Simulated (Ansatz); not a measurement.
# Metal on semiconductor: Si/AlP/CoSi2, part 2 of 5

Wanted: barrier heights, local density of states and T(E) for Si/AlP/CoSi2. The semiconductor is Si diamond(111), undoped, with its far face capped by hydrogen, and the metal is CoSi2 fluorite(111), with AlP zinc blende(111) between them (whole bilayers). After relaxation the nearest pair at the metal is Si–Al at 2.50 Å, along the normal. The common net has a side of 3.868 Å, which strains the semiconductor by +0.0 %, the layer between by -0.7 % and the metal by +2.1 %, against typed lattice constants near PBE's. The first steps treat the bulk crystals alone.

Ansatz 0.2.0; PBE DFT, plane waves, PAW files (the session's first sound run).

So far. Step 2 (Layer spacing of the electrode, 6 atoms, electrode Si …): Little changed from the start: no atom moved by 0.005 Å and no cell edge by 0.1 %.

## (4) Relaxation

System of this step: Si/AlP/CoSi2. The cell holds 18 atoms: 9 Si, 3 P, 3 Al, 2 Co and 1 H. Cell: a = 3.868 Å, b = 3.868 Å, c = 38.712 Å, α = 90.0°, β = 90.0°, γ = 120.0°. Vacuum lies along c.

The bonds at the contact set its dipole, and with it the barrier heights, so the interface is relaxed first in a short slab. The dipole correction removes the field between the unlike outer faces.

The input, input.yaml:

```yaml
crystal:
  lattice:
    - [3.868, 0.0, 0.0]
    - [-1.934, 3.3497862618, 0.0]
    - [0.0, 0.0, 38.7120745271]
  atoms:
    - { symbol: Si, position: [0.0, 0.0, 0.2066538696] }
    - { symbol: Si, position: [0.33333333, 0.66666667, 0.227048243] }
    - { symbol: Si, position: [0.33333333, 0.66666667, 0.2882313631] }
    - { symbol: Si, position: [0.66666667, 0.33333333, 0.3086257365] }
    - { symbol: Si, position: [0.66666667, 0.33333333, 0.3698088567] }
    - { symbol: Si, position: [0.0, 0.0, 0.3902032301] }
    - { symbol: P, position: [0.0, 0.0, 0.4478079962] }
    - { symbol: Al, position: [0.33333333, 0.66666667, 0.4684559069] }
    - { symbol: P, position: [0.33333333, 0.66666667, 0.530399639] }
    - { symbol: Al, position: [0.66666667, 0.33333333, 0.5510475497] }
    - { symbol: P, position: [0.66666667, 0.33333333, 0.6129912817] }
    - { symbol: Al, position: [0.0, 0.0, 0.6336391924] }
    - { symbol: Si, position: [0.0, 0.0, 0.6948604013] }
    - { symbol: Co, position: [0.33333333, 0.66666667, 0.7145575471] }
    - { symbol: Si, position: [0.66666667, 0.33333333, 0.7342546929] }
    - { symbol: Si, position: [0.33333333, 0.66666667, 0.7736489846] }
    - { symbol: Co, position: [0.66666667, 0.33333333, 0.7933461304] }
    - { symbol: H, position: [0.0, 0.0, 0.167906269] }
kpoints:
  mp_grid: { grid: [8, 8, 1] }
scf:
  occupations: { method: fermi_dirac, width: 0.1 }
  max_iter: 150
hamiltonian:
  xc: pbe
efield:
  axis: 3
  dipole_correction: true
relax:
  f_tol: 0.04
  max_steps: 60
output:
  forces: true
```

The run is started by

```console
$ ansatz run input.yaml --threads 8 --pin off --max-ram 24576MiB --backend cpu --events-out ev --progress --plain --runs-dir out
```

Numbers of over 12 decimals in the logs are rounded to 6 here.

What it wrote:

```text
[...]
Crystal: 18 atoms, lattice volume = 501.591 Å³
Basis set: ecut = 420 eV, 9921 PW (Γ), exchange–correlation on 54×54×540 points (8 copies of the dense FFT grid, shifted against one another)
Bands: 66, of which v1, the nominal top of the filled ones, is band 48 counted from 1 (47 counted from 0)
Symmetry: 6 space group operations
[...]
k-points: 10 of 64 (time reversal used)
[...]
SCF iter   1: F=—  HF=-19872.779723 eV  |F-HF|=—  |Δ(HF+E_count)|=         —  Δρ=4.87e-3  dr2=1.48e0  ethr=1.77e-3  p=-0.014 e·Å  D=-5.02e-3 V/Å  ΔV_dip=0.19 eV  dr2_dipole=7.37e-1  V_vac-E_F(+/−)=3.87/3.67 eV  ⟨swp⟩=11.9  Hψ=4058  notcnv=0  defer=7
efield: sawtooth ramp at fractional position 0.9306 (placed from the atoms, in the widest stretch of the axis that holds none; the zero of the levels goes with the place), width 0.1000; the density the first Hamiltonian is built on has a dipole p = -0.014 e·Å; the dipole correction subtracts the counter field D = -5.02e-3 V/Å, which shifts the + side's vacuum level by +0.19 eV against the − side's; the planar-averaged density in the ramp window peaks in size at 5.8e-5 e/Å³
[...]
SCF iter   2: F=—  HF=-19872.970047 eV  |F-HF|=—  |Δ(HF+E_count)|=   1.90e-1  Δρ=7.41e-3  dr2=4.49e0  ethr=1.56e-3  p=0.091 e·Å  D=3.29e-2 V/Å  ΔV_dip=-1.27 eV  dr2_dipole=6.78e-1  V_vac-E_F(+/−)=3.97/5.24 eV  ⟨swp⟩=4.5  Hψ=1170  notcnv=0  defer=21  recentre
[...]
SCF iter   7: F=-19872.740682 eV  HF=-19872.740613 eV  |F-HF|=6.87e-5  |Δ(HF+E_count)|=   9.74e-5  Δρ=5.72e-5  dr2=1.50e-5  ethr=4.21e-8  p=-0.005 e·Å  D=-1.88e-3 V/Å  ΔV_dip=0.07 eV  dr2_dipole=1.02e-7  V_vac-E_F(+/−)=3.94/3.86 eV  ⟨swp⟩=4.0  Hψ=2666  notcnv=0
WARN: efield: at this solve's end the planar-averaged density reaches 1.49e-5 e/Å³ inside the ramp window [0.9048, 0.0565] (bound 1e-5 e/Å³); by the running means of the window's planes the mean density over a ramp is at most 1.31e-5 e/Å³, which is held to the bound (the quickstart, § The vacuum guard, A window that rings); the window's nearer edge stands 4.31 Å from this solve's nearest atom along the axis. Its work [...]
SCF 1 converged in 7 iterations: F = -19872.740682 eV  dr2 = 1.50e-5
[...]
relax step   1: F+E_penalty+E_count = -19872.74068157 eV  Δ(F+E_penalty+E_count) = +0.000e0 eV  max|allowed force component| = 1.879e0 eV/Å  Δτ_max = 0.0000 Å  (7 SCF iters, dr2 threshold 4.00e-5 eV, accepted)
[...]
SCF iter   1: F=—  HF=-19873.065652 eV  |F-HF|=—  |Δ(HF+E_count)|=         —  Δρ=9.82e-3  dr2=7.99e-1  ethr=8.32e-4  p=-0.005 e·Å  D=-1.88e-3 V/Å  ΔV_dip=0.07 eV  dr2_dipole=1.83e-1  V_vac-E_F(+/−)=3.90/3.83 eV  ⟨swp⟩=1.8  Hψ=2573  notcnv=0  defer=18
efield: sawtooth ramp at fractional position 0.9306 (handed on by an earlier solve), width 0.1000; the density the first Hamiltonian is built on has a dipole p = -0.005 e·Å; the dipole correction subtracts the counter field D = -1.88e-3 V/Å, which shifts the + side's vacuum level by +0.07 eV against the − side's; the planar-averaged density in the ramp window peaks in size at 9.9e-6 e/Å³
[...]
SCF iter   2: F=—  HF=-19873.052501 eV  |F-HF|=—  |Δ(HF+E_count)|=   1.32e-2  Δρ=7.64e-3  dr2=3.83e-1  ethr=8.32e-4  p=-0.011 e·Å  D=-3.92e-3 V/Å  ΔV_dip=0.15 eV  dr2_dipole=4.27e-4  V_vac-E_F(+/−)=3.85/3.69 eV  ⟨swp⟩=3.7  Hψ=1216  notcnv=0  defer=18
[...]
SCF iter   8: F=-19873.012657 eV  HF=-19873.012664 eV  |F-HF|=6.36e-6  |Δ(HF+E_count)|=   3.37e-6  Δρ=5.19e-5  dr2=1.29e-5  ethr=2.58e-8  p=-0.004 e·Å  D=-1.37e-3 V/Å  ΔV_dip=0.05 eV  dr2_dipole=7.35e-7  V_vac-E_F(+/−)=3.99/3.93 eV  ⟨swp⟩=4.1  Hψ=2012  notcnv=0
SCF 2 converged in 8 iterations: F = -19873.012657 eV  dr2 = 1.29e-5
relax step   2: F+E_penalty+E_count = -19873.01265734 eV  Δ(F+E_penalty+E_count) = -2.720e-1 eV  max|allowed force component| = 7.919e-1 eV/Å  Δτ_max = 0.1014 Å  (8 SCF iters, dr2 threshold 1.00e-4 eV, accepted)
[...]
SCF iter   8: F=-19873.076226 eV  HF=-19873.076224 eV  |F-HF|=1.45e-6  |Δ(HF+E_count)|=   8.74e-6  Δρ=4.64e-5  dr2=1.09e-5  ethr=4.13e-8  p=-0.012 e·Å  D=-4.39e-3 V/Å  ΔV_dip=0.17 eV  dr2_dipole=2.47e-6  V_vac-E_F(+/−)=4.07/3.90 eV  ⟨swp⟩=4.8  Hψ=2084  notcnv=0
SCF 3 converged in 8 iterations: F = -19873.076226 eV  dr2 = 1.09e-5
relax step   3: F+E_penalty+E_count = -19873.07622574 eV  Δ(F+E_penalty+E_count) = -6.357e-2 eV  max|allowed force component| = 2.334e-1 eV/Å  Δτ_max = 0.1524 Å  (8 SCF iters, dr2 threshold 3.92e-5 eV, accepted)
[...]
relax step   4: F+E_penalty+E_count = -19873.08425026 eV  Δ(F+E_penalty+E_count) = -8.025e-3 eV  max|allowed force component| = 5.700e-2 eV/Å  Δτ_max = 0.0358 Å  (7 SCF iters, dr2 threshold 4.74e-6 eV, accepted)
SCF iter   1: F=—  HF=-19873.084809 eV  |F-HF|=—  |Δ(HF+E_count)|=         —  Δρ=5.84e-4  dr2=4.09e-3  ethr=4.39e-5  p=-0.011 e·Å  D=-3.93e-3 V/Å  ΔV_dip=0.15 eV  dr2_dipole=7.24e-4  V_vac-E_F(+/−)=4.08/3.93 eV  ⟨swp⟩=2.1  Hψ=1055  notcnv=0  defer=20
[...]
SCF iter   7: F=-19873.084574 eV  HF=-19873.084574 eV  |F-HF|=1.25e-7  |Δ(HF+E_count)|=   1.87e-6  Δρ=2.91e-6  dr2=5.66e-8  ethr=1.05e-10  p=-0.011 e·Å  D=-3.87e-3 V/Å  ΔV_dip=0.15 eV  dr2_dipole=6.31e-11  V_vac-E_F(+/−)=4.07/3.92 eV  ⟨swp⟩=5.0  Hψ=2322  notcnv=0
SCF 5 converged in 7 iterations: F = -19873.084574 eV  dr2 = 5.66e-8
relax step   5: F+E_penalty+E_count = -19873.08457420 eV  Δ(F+E_penalty+E_count) = -3.239e-4 eV  max|allowed force component| = 1.130e-2 eV/Å  Δτ_max = 0.0063 Å  (7 SCF iters, accepted)
SCF converged after 7 iterations
Free energy (F): -19873.084574 eV
[...]
Internal energy: -19872.967797 eV  (E = F + TS)
E sigma→0 (E₀):  -19873.026186 eV
Entropy (-TS):   -0.116777 eV (-6.488 meV/atom)
Fermi energy:    3.415013 eV
Dipole field:    D = -0.003873 V/Å  (p = -0.010736 e·Å, saw-weighted, corrected)
Work function:   Φ+ = 4.0743 eV   Φ− = 3.9243 eV
Levels:          The Fermi level and band energies are counted from a zero that moves with the ramp; work functions are not
[...]
--- Forces (eV/Å), atoms counted from 1 ---
  atom   1  Si     0.00000000     0.00000000     0.00398621
  atom   2  Si     0.00000000    -0.00000000    -0.00231945
  atom   3  Si     0.00000000     0.00000000     0.00013283
  atom   4  Si     0.00000000    -0.00000000    -0.00135608
  atom   5  Si     0.00000000     0.00000000     0.00213609
  atom   6  Si    -0.00000000    -0.00000000    -0.00479757
  atom   7  P      0.00000000     0.00000000     0.00188612
  atom   8  Al     0.00000000    -0.00000000    -0.00104554
  atom   9  P      0.00000000     0.00000000     0.00071450
  atom  10  Al     0.00000000    -0.00000000    -0.00105706
  atom  11  P      0.00000000     0.00000000     0.00223840
  atom  12  Al     0.00000000    -0.00000000    -0.00211937
  atom  13  Si     0.00000000    -0.00000000     0.00034885
  atom  14  Co     0.00000000    -0.00000000     0.00013522
  atom  15  Si    -0.00000000    -0.00000000     0.01129547
  atom  16  Si    -0.00000000     0.00000000    -0.00697350
  atom  17  Co     0.00000000     0.00000000    -0.00276873
  atom  18  H     -0.00000000    -0.00000000    -0.00055866
  max |Σ_I F_I| component: 1.22e-4 eV/Å
--- Relaxed structure (5 steps of the walk, 5 accepted, 0 SCFs on fresh bases) ---
  F+E_penalty+E_count = -19873.08457420 eV   max|allowed force component| = 1.130e-2 eV/Å
  atoms:
    - { symbol: Si, position: [3.3066648513941413e-19, 6.613329702788316e-19, 0.208200] }
    - { symbol: Si, position: [0.333333, 0.666667, 0.227758] }
    - { symbol: Si, position: [0.333333, 0.666667, 0.288821] }
    - { symbol: Si, position: [0.666667, 0.333333, 0.308768] }
    - { symbol: Si, position: [0.666667, 0.333333, 0.369825] }
    - { symbol: Si, position: [-2.0415821915004068e-19, -4.083164383000809e-19, 0.389249] }
    - { symbol: P, position: [1.1526331263552117e-19, 2.3052662527104093e-19, 0.448347] }
    - { symbol: Al, position: [0.333333, 0.666667, 0.469502] }
    - { symbol: P, position: [0.333333, 0.666667, 0.530375] }
    - { symbol: Al, position: [0.666667, 0.333333, 0.551840] }
    - { symbol: P, position: [0.666667, 0.333333, 0.612744] }
    - { symbol: Al, position: [0, 1.9025434886598554e-19, 0.634084] }
    - { symbol: Si, position: [8.390312877259536e-19, 1.678062575451904e-18, 0.698784] }
    - { symbol: Co, position: [0.333333, 0.666667, 0.713550] }
    - { symbol: Si, position: [0.666667, 0.333333, 0.731059] }
    - { symbol: Si, position: [0.333333, 0.666667, 0.773488] }
    - { symbol: Co, position: [0.666667, 0.333333, 0.787766] }
    - { symbol: H, position: [3.0410723271675563e-19, 6.082144654335157e-19, 0.169328] }
```

Run time: 18 s. Hardware: 8 threads of Arm Neoverse V2, shared host; peak memory 1.6 GiB; 2.2 min of CPU time.

Step by step:

| step | energy less that of the first step (eV) | largest force component (eV/Å) |
| --- | --- | --- |
| 1 | 0.0000 | 1.8794 |
| 2 | -0.2720 | 0.7919 |
| 3 | -0.3355 | 0.2334 |
| 4 | -0.3436 | 0.0570 |
| 5 | -0.3439 | 0.0113 |

Forces are held to the 6 operations that the run works with; a distortion that breaks them can't arise in this run.

The atoms that moved most (Å):

| atom | dx | dy | dz | length |
| --- | --- | --- | --- | --- |
| Co17 | 0.000 | 0.000 | -0.216 | 0.216 |
| Si13 | 0.000 | 0.000 | 0.152 | 0.152 |
| Si15 | 0.000 | 0.000 | -0.124 | 0.124 |
| Si1 | 0.000 | 0.000 | 0.060 | 0.060 |
| H18 | 0.000 | 0.000 | 0.055 | 0.055 |
| Al8 | 0.000 | 0.000 | 0.040 | 0.040 |
| Co14 | 0.000 | 0.000 | -0.039 | 0.039 |
| Si6 | 0.000 | 0.000 | -0.037 | 0.037 |

Numbers from this step:

```yaml
free_energy: -19873.0846 eV
fermi_energy: 3.415 eV
```

The largest force component on a free atom ends at 0.011 eV/Å. At one or more of this run's solves the program warned of density in the dipole ramp over its bound, where dipole, forces and levels can be off.

(Continued in part 3 of 5.)

[Logs are printed without paths, hosts, clocks, repeated set-up lines and the standing remarks that a program may print on its own settings, such as how far it seeks lower states.]

[Hosts, paths, dates, database ids (printed as entryN), source tags and the programs' standing remarks are cut or masked in the printed files.]
